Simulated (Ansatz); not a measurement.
# AlN (Fm-3m), generalised stacking fault

Method: DFT PBEsol, scalar-relativistic, plane waves, PAW in Ansatz 0.2.0. Settings: plane waves to 420 eV, k-mesh 9×9×2 (Γ-centred), Gaussian smearing 0.05 eV. No spin polarisation. Energies are free energies at this smearing, counted from the undisturbed cell; pressure is positive in compression.

Zero of the scan (relaxed at this level; this rock-salt form isn't the usual structure):

```xyz
12
Lattice="2.0226 -2.0226 0.0000 2.0226 0.0000 -2.0226 8.0905 8.0905 8.0905" Properties=species:S:1:pos:R:3 pbc="T T T"
Al    5.0566    1.0113    1.0113
Al    1.0113    1.0113    1.0113
Al    5.0566    3.0339    3.0339
Al    9.1018    5.0566    5.0566
Al    5.0566    5.0566    5.0566
Al    9.1018    7.0792    7.0792
N     3.0339    3.0339    3.0339
N     3.0339    1.0113    1.0113
N     7.0792    3.0339    3.0339
N     7.0792    7.0792    7.0792
N     7.0792    5.0566    5.0566
N     3.0339   -1.0113   -1.0113
```

The cut lies on the cell's a–b face, a (1 1 1) plane (indices in the standard cell, whose axes needn't be the Cartesian ones shown) of area 7.09 Å², between layers 1.17 Å apart. Vector c is tilted by f times 1·a + 1·b (length 4.954 Å) with the atoms' Cartesian places fixed: one unrelaxed fault a cell.

```
     f  γ (mJ/m²)
0.0000          0
0.0833        768
0.1667       2309
0.2500       3517
0.3333       3824
0.4167       4344
0.5000       9420
0.5833      22907
0.6667      32558
0.7500      22695
0.8333       8105
0.9167       1385
```

Q: Predict the shear traction, the slope of γ along the slip (GPa) at each point.

A:
| f | shear traction, the slope of γ along the slip (GPa) |
| --- | --- |
| 0.0000 | 0.0 |
| 0.0833 | 32.5 |
| 0.1667 | 37.4 |
| 0.2500 | 18.5 |
| 0.3333 | 0.0 |
| 0.4167 | 43.2 |
| 0.5000 | 226.8 |
| 0.5833 | 376.1 |
| 0.6667 | -0.2 |
| 0.7500 | -390.8 |
| 0.8333 | -263.9 |
| 0.9167 | -79.7 |

Cost: 12 runs of about 3.3 core-minutes in all, on Arm Neoverse V2 (shared hosts).